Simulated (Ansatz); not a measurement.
**Cost of a DFT run on BAs**

```yaml
crystal:
  lattice:
    - [0.0, 2.4043183418, 2.4043183418]
    - [2.4043183418, 0.0, 2.4043183418]
    - [2.4043183418, 2.4043183418, 0.0]
  atoms:
    - { symbol: B, position: [0.0, 0.0, 0.0] }
    - { symbol: As, position: [0.25, 0.25, 0.25] }
kpoints:
  mp_grid: { grid: [16, 16, 16] }
scf:
  occupations: { method: fermi_dirac, width: 0.02 }
hamiltonian:
  xc: pbe
  pseudopotentials: { kind: paw }
output:
  forces: true
  stress: true
  populations: true
  efg:
    quadrupole_moments_barn: { B: 0.04059, As: 0.311 }
    contact_densities: true
relax:
  f_tol: 0.02
  max_steps: 60
```

```sh
ansatz run input.yaml --threads 1 --pin off --max-ram 3072MiB --backend cpu --events-out ev --progress --plain --runs-dir out
```

It runs on 1 thread of Intel Xeon 6975P-C (Granite Rapids) (x86_64; 16 cores open to the job, memory cap 3.0 GiB, no GPU), a shared host with a load of 2.1 a core.

(1) How much time and memory should be set aside?

Answers

(1) About 7 s of wall time (6.3 s of CPU time) and 0.42 GiB. The run holds 18 valence electrons in 13 bands, about 537 plane waves a k-point and 145 irreducible k-points, and took 6 SCF iterations, over 1 ionic steps. Times on a shared host vary by tens of per cent.
